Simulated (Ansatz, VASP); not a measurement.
One calculation of Zn, two programs

INCAR

```
SYSTEM = Zn
  PREC = Accurate
  ENCUT = 520
  EDIFF = 1E-7
  ISMEAR = -1
  SIGMA = 0.05
  LREAL = .False.
  LASPH = .True.
  NELM = 100
  ALGO = Normal
  ISIF = 2
  LWAVE = .False.
  LCHARG = .False.
  GGA = PE
  NBANDS = 12
```

KPOINTS

```
regular mesh
0
Gamma
  12 12 12
  0 0 0
```

POSCAR

```
Zn
1.0
    0.0000000000      1.9246672763      1.9246672763
    1.9246672763      0.0000000000      1.9246672763
    1.9246672763      1.9246672763      0.0000000000
Zn
1
Direct
    0.0000000000      0.0000000000      0.0000000000
```

Contents of input.yaml:

```yaml
crystal:
  lattice:
    - [0.0, 1.9246672763, 1.9246672763]
    - [1.9246672763, 0.0, 1.9246672763]
    - [1.9246672763, 1.9246672763, 0.0]
  atoms:
    - { symbol: Zn, position: [0.0, 0.0, 0.0] }
hamiltonian:
  xc: pbe
  pseudopotentials: { kind: paw }
kpoints:
  mp_grid: { grid: [12, 12, 12] }
scf:
  occupations: { method: fermi_dirac, width: 0.05 }
output:
  forces: true
  stress: true
  eigenvalues: true
```

Change from the starting cell: volume scaled by 0.94.

Alike in both runs: task single point; functional PBE; k mesh 12 × 12 × 12; occupations fermi-dirac, width 0.05 eV; no spin polarisation.

|  | VASP | Ansatz |
| --- | --- | --- |
| version | VASP 6.6.1 | Ansatz 0.2.0 |
| potentials or method | VASP PAW PBE potentials, release 64 (Zn) | Ansatz PAW |
| plane-wave cutoff (eV) | 520 | 420 |
| valence electrons in the cell | 12 | 12 |

VASP gave:

* gap on the k mesh at the Fermi level (eV): none
* pressure (GPa): 5.1

Estimate Ansatz's values.

gap on the k mesh at the Fermi level (eV): none; pressure (GPa): 4.7.

A gap of «none» marks a metal or a gap that the smearing closes.
